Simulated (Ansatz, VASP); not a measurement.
**One calculation of Sb, two programs**

The input INCAR:

```
SYSTEM = Sb
  ALGO = Normal
  EDIFF = 1E-7
  ENCUT = 520
  GGA = PS
  ISIF = 2
  ISMEAR = 0
  LASPH = .TRUE.
  LCHARG = .FALSE.
  LREAL = .FALSE.
  LWAVE = .FALSE.
  NBANDS = 12
  NELM = 100
  PREC = Accurate
  SIGMA = 0.1
```

KPOINTS

```
k-points
0
G
  14 10 10
  0 0 0
```

The input POSCAR:

```
Sb
1.0
    3.1497854655      0.0000000000      0.0084929334
    0.0000000000      4.3083468628      0.0000000000
   -0.0272723671      0.0000000000      4.4198889361
Sb
2
Direct
    0.9568382410      0.7500000000      0.7614940791
    0.0431617590      0.2500000000      0.2385059209
```

Input for Ansatz:

```yaml
crystal:
  lattice:
    - [3.1497854655, 0.0, 0.0084929334]
    - [0.0, 4.3083468628, 0.0]
    - [-0.0272723671, 0.0, 4.4198889361]
  atoms:
    - { symbol: Sb, position: [0.956838241, 0.75, 0.7614940791] }
    - { symbol: Sb, position: [0.043161759, 0.25, 0.2385059209] }
basis:
  ecutwfc: 420
kpoints:
  mp_grid: { grid: [14, 10, 10] }
hamiltonian:
  xc: pbesol
scf:
  occupations: { method: gaussian, width: 0.1 }
output:
  forces: true
  stress: true
  eigenvalues: true
```

Alike in both runs: task single point; functional PBEsol; k mesh 14 × 10 × 10; occupations gaussian, width 0.1 eV; no spin polarisation.

|  | VASP | Ansatz |
| --- | --- | --- |
| version | VASP 6.6.1 | Ansatz 0.2.0 |
| potentials or method | VASP PAW PBE potentials, release 64 (Sb) | scalar-relativistic, plane waves, PAW |
| plane-wave cutoff (eV) | 520 | 420 |
| valence electrons in the cell | 10 | 30 |

Ansatz gave:

* gap on the k mesh at the Fermi level (eV): none
* pressure (GPa): -2.4
* largest component of the traceless stress (GPa): 1.21
* rms of the force components (eV/Å): 0.089

Question: Which values does VASP return?

Answer: gap on the k mesh at the Fermi level (eV): none; pressure (GPa): -2.3; largest component of the traceless stress (GPa): 1.23; rms of the force components (eV/Å): 0.094.

Atom by atom the forces differ by 0.008 eV/Å (rms over components). A gap of «none» marks a metal or a gap that the smearing closes. The two sets of potentials don't hold the same shells in valence.

Caveats: the PAW data sets were made with another functional, which shifts forces and pressure a little (VASP). The runs have no spin-orbit coupling, so splittings on Sb are missing.
